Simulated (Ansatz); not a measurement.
Na2S (antifluorite) at its r2SCAN geometry, run in the PAW code Ansatz at 2 levels of theory. (Simulation; spin polarisation is off.)

The r2SCAN input:
```yaml
crystal:
  lattice:
    - [0.0, 3.2554324706, 3.2554324706]
    - [3.2554324706, 0.0, 3.2554324706]
    - [3.2554324706, 3.2554324706, 0.0]
  atoms:
    - { symbol: S, position: [0.0, 0.0, 0.0] }
    - { symbol: Na, position: [0.25, 0.25, 0.25] }
    - { symbol: Na, position: [0.75, 0.75, 0.75] }
kpoints:
  mp_grid: { grid: [8, 8, 8] }
  band_path:
    path:
      - [0.0, 0.0, 0.0]
      - [0.5, 0.0, 0.5]
      - [0.625, 0.25, 0.625]
      - [0.375, 0.375, 0.75]
      - [0.5, 0.5, 0.5]
      - [0.5, 0.25, 0.75]
    npoints: 1
hamiltonian:
  xc: r2scan
scf:
  occupations: { method: fixed }
  n_extra_bands: 4
output:
  forces: true
  stress: true
  eigenvalues: true
```

Main results, then, where recorded, the levels near the gap in eV from the Fermi energy (columns number the bands from 0), one row a point of the path (Γ, X, U, K, L, W):
```
Crystal: 3 atoms, lattice volume = 69.001 Å³
Symmetry: 48 space group operations
Space group: Fm-3m (ITA 225)
```
```
Basis set: ecut = 500 eV, 1807 PW (Γ)
k-points: 29 of 512
SCF converged after 6 iterations
Free energy (F): -3886.865476 eV
Fermi energy:    1.813731 eV
--- Stress (GPa, compression-positive) ---
        0.006685       0.000000       0.000000
        0.000000       0.006685       0.000000
        0.000000       0.000000       0.006685
  P = ⅓ Tr σ = 0.0067 GPa (0.067 kbar)
```
```tsv
band_9	band_10	band_11	band_12	band_13	band_14
0.000	0.000	0.000	3.088	8.434	8.434
-1.455	-0.465	-0.465	4.203	6.759	9.424
-1.215	-0.928	-0.354	4.933	7.177	8.742
-1.215	-0.928	-0.354	4.933	7.177	8.742
-1.646	-0.130	-0.130	5.535	6.987	7.696
-1.008	-1.008	-0.586	5.183	7.941	8.034
```

The r2SCAN gap is direct at Γ: 3.09 eV.

Question: Another run on the same cell gave
```
Basis set: ecut = 420 eV, 1363 PW (Γ)
k-points: 16 of 216
hybrid outer 1: dexx = +5.056e-3 eV, tail = 1.46e-5 eV
hybrid outer 2: dexx = +2.445e-7 eV, tail = 6.19e-9 eV, Δε = 3.14e-3 eV
hybrid SCF converged: 2 outer / 10 inner (+2 warm-up)
Free energy (F): -3879.622753 eV
Fermi energy:    1.013727 eV
--- Stress (GPa, compression-positive) ---
        0.143849       0.000000       0.000000
        0.000000       0.143849       0.000000
        0.000000       0.000000       0.143849
  P = ⅓ Tr σ = 0.1438 GPa (1.438 kbar)
```
```tsv
band_9	band_10	band_11	band_12	band_13	band_14
0.000	0.000	0.000	4.196	9.708	9.708
-1.625	-0.525	-0.525	5.467	7.926	10.686
-1.358	-1.033	-0.403	6.220	8.390	10.003
-1.358	-1.033	-0.403	6.220	8.390	10.003
-1.824	-0.156	-0.156	6.680	8.319	9.024
-1.129	-1.129	-0.652	6.492	9.234	9.270
```
Which level of theory and mesh gave it?

Answer: It is PBE0, judged by the exchange loop and the size of the gap (a near hybrid could fit too), on 6×6×6; the blocks that differ from the first input, but for the band path:
```yaml
kpoints:
  mp_grid: { grid: [6, 6, 6] }
hamiltonian:
  xc: pbe0
```
PBE0 gives a direct gap of 4.20 eV at Γ. The mean stress, +0.1 GPa, is small, and the program warns that its thresholds are loose for a hybrid's stress.

Small level splittings and stresses of the hybrids carry the error of their coarser meshes.

Totals of different functionals can't be compared.
